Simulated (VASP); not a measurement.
The system is NaH.

```
Na H
1.0
     0.00000    2.44000    2.44000
     2.44000    0.00000    2.44000
     2.44000    2.44000    0.00000
Na H
1 1
Direct
  0.00000 0.00000 0.00000
  0.50000 0.50000 0.50000
```

Base run:

- Program: VASP 6.6.1
- Functional: HSE03
- Potentials or basis: VASP PAW PBE potentials, release 64 (Na_pv, H)
- Cutoff: 520 eV
- k mesh: 6 × 6 × 6
- Occupations: gaussian, width 0.02 eV
- Spin: no spin polarisation

Its results: band gap on the k mesh 4.57 eV, indirect (least direct gap 5.43 eV); pressure -1.0 GPa.

The run is repeated on the same cell with these changes: functional from HSE03 to PBE0. What comes out?

Band gap on the k mesh 5.51 eV, indirect (least direct gap 6.41 eV); pressure -1.0 GPa.

Caveats: the PAW data sets were made with another functional, which shifts forces and pressure a little.

A k mesh can miss the band edges.
